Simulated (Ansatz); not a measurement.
## P: computed properties

Level of theory: DFT PBE, scalar-relativistic, plane waves, PAW in Ansatz 0.2.0.

Plane waves to 420 eV, a k mesh through Γ of 6×6×6 on the computed 6-atom cell and Gaussian smearing (0.02 eV); no spin polarisation.

The structure is relaxed at this level of theory with its symmetry kept, and needn't be the ground state of this composition.

Space group P1 (No. 1). a = 4.712 Å, b = 5.442 Å, c = 6.454 Å, α = 71.59°, β = 71.88°, γ = 87.15°
| atom | site | symmetry | x | y | z |
| --- | --- | --- | --- | --- | --- |
| P | 1a | 1 | 0.8330 | 0.2811 | 0.6324 |
| P | 1a | 1 | 0.8083 | 0.3374 | 0.1056 |
| P | 1a | 1 | 0.4823 | 0.2832 | 0.9451 |
| P | 1a | 1 | 0.5158 | 0.3346 | 0.4392 |
| P | 1a | 1 | 0.1963 | 0.6334 | 0.8576 |
| P | 1a | 1 | 0.1643 | 0.6303 | 0.5202 |

| Item | Value |
| --- | --- |
| Space group | P1 (No. 1) |
| Volume per atom | 24.84 Å³ |
| Energy over the standard state (uncorrected) | +0.145 eV/atom |
| Kohn–Sham band gap | 0.68 eV |
| Orbital (Löwdin) character of the top 1 eV of the valence band | P 3p 88 %, P 3s 10 % |
| Orbital (Löwdin) character of the lowest 1 eV of the conduction band | P 3p 74 %, P 3s 16 %, unprojected 10 % |
| Bader charge by site (e) | P (1 in the cell) 0.01, P (1 in the cell) -0.03, P (1 in the cell) 0.03, P (1 in the cell) -0.03, P (1 in the cell) 0.01, P (1 in the cell) 0.02 |

The cell holds layers, chains or molecules and no dispersion correction was added, so their binding is poorly described.

Another cell of P relaxed alike, in I-42d, lies 112 meV/atom lower, so this cell isn't the stable form at this level.

The cell was found from a structure generator's guess, not taken from experiment. Kohn–Sham gaps at this level usually fall short of measured ones. Löwdin shares on free-atom orbitals overweight diffuse shells in the empty bands.
